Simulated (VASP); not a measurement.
MnO: atomic charges with revPBE+dDsC+U

Crystal: MnO.

```
CELL_PARAMETERS angstrom
0.00000 2.13114 2.13114
2.13114 0.00000 2.13114
2.13114 2.13114 0.00000
ATOMIC_POSITIONS crystal
Mn 0.00000 0.00000 0.00000
O 0.50000 0.50000 0.50000
```

The cell is a database's computed one.

The cell isn't the ideal one: volume scaled by 0.88.

- Program: VASP 6.6.1
- Task: atomic charges
- Functional: revPBE
- Dispersion: dDsC
- Potentials or basis: VASP PAW PBE potentials, release 54 (Mn_pv, O)
- Cutoff: 520 eV
- k mesh: 10 × 10 × 10
- Occupations: gaussian, width 0.05 eV
- Spin: collinear spin, ferromagnetic start
- Starting moments: [4.0, 0.0] μB
- Hubbard terms: Mn d U = 1 eV, J = 0.9 eV
- LDAUTYPE: 1
- Hund's J: 0.9
- Further INCAR settings: ALGO = Fast; EDIFF = 1e-06

The pressure is 12.0 GPa, the band gap on the k mesh is none (metal or under the smearing width) and the net moment is 4.41 μB per cell. The site moments are Mn +4.06; O +0.17 μB, the valence electrons inside the program's atomic spheres are Mn 11.50; O 5.04 and the hirshfeld charges are Mn +0.40; O -0.40 e. The dispersion energy per atom is -0.500 eV.

Levels at points of the mesh, in eV from the Fermi level:
Spin up:
| k point | band 10 | band 11 | band 12 | band 13 | band 14 | band 15 |
| --- | --- | --- | --- | --- | --- | --- |
| (0.00, 0.00, 0.00) | -3.55 | -2.86 | -2.86 | 0.00 | 14.26 | 17.32 |
| (0.50, 0.00, 0.00) | -1.94 | 0.45 | 0.45 | 3.70 | 8.79 | 12.72 |
| (0.50, 0.50, 0.00) | -2.08 | -2.08 | -1.76 | 5.94 | 8.47 | 11.04 |
Spin down:
```tsv
k point	band 5	band 6	band 7	band 8	band 9	band 10
(0.00, 0.00, 0.00)	-4.14	-4.14	-4.14	0.31	0.31	0.31
(0.50, 0.00, 0.00)	-8.62	-5.91	-5.91	1.77	1.80	1.80
(0.50, 0.50, 0.00)	-7.53	-5.22	-5.22	-1.59	1.74	2.19
```

Eigenvalues of the final occupation matrices:
```tsv
site	spin	trace	eigenvalues
site 1 d	1	4.54	0.88 0.88 0.93 0.93 0.93
site 1 d	2	0.54	0.10 0.10 0.10 0.11 0.11
```

Run time: 21 s on 1 thread of Intel(R) Xeon(R) 6975P-C (Granite Rapids), with other jobs on the host, peak memory 0.16 GiB.

Caveat: the PAW data sets were made with another functional, which shifts forces and pressure a little; a cell with one magnetic atom can't hold antiferromagnetic order, which such compounds often take; pairwise dispersion overbinds metals, which lowers pressure and volume. The state reached can hang on the start; a lower one may exist.
